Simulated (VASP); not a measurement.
Input of a VASP 6.6.1 run:

Contents of INCAR:

```
SYSTEM = InP
  PREC = Accurate
  ENCUT = 520
  EDIFF = 1E-6
  ISMEAR = 0
  SIGMA = 0.01
  LREAL = .False.
  LASPH = .True.
  NELM = 80
  ALGO = Normal
  ISIF = 2
  LWAVE = .False.
  LCHARG = .False.
  GGA = PS
  NBANDS = 16
```

KPOINTS

```
regular mesh
0
Gamma
  6 6 6
  0 0 0
```

POSCAR

```
InP
1.0
    0.0000000000      2.9305000000      2.9305000000
    2.9305000000      0.0000000000      2.9305000000
    2.9305000000      2.9305000000      0.0000000000
In P
1 1
Direct
    0.0000000000      0.0000000000      0.0000000000
    0.2500000000      0.2500000000      0.2500000000
```

Potentials or basis: VASP PAW PBE potentials, release 64 (In_d, P).

Command:

```sh
$ cat potpaw_PBE.64/In_d/POTCAR potpaw_PBE.64/P/POTCAR > POTCAR
$ mpirun -np 1 vasp_std > vasp.out
```

Question: Predict the band gap on the k mesh.

Answer: 0.61 eV, direct.

Question: Predict the pressure.

Answer: 0.6 GPa.

Caveat: the PAW data sets were made with another functional, which shifts forces and pressure a little; spin-orbit coupling is left out, which moves the levels of the heavy elements.

**Experimental background.**

A printed reference work, data compilation reports, for a bulk crystal of InP at 1.6 K: band gap 1.4236 eV (direct).

A measured gap of InP is 1.4236 eV (direct; 1.6 K; a printed reference work, data compilation); the calculated 0.61 eV misses it by -0.81 eV. Spin-orbit coupling on In is left out. The value is that of PBEsol, without temperature or zero-point motion. Semilocal functionals fall short of measured gaps as a rule.
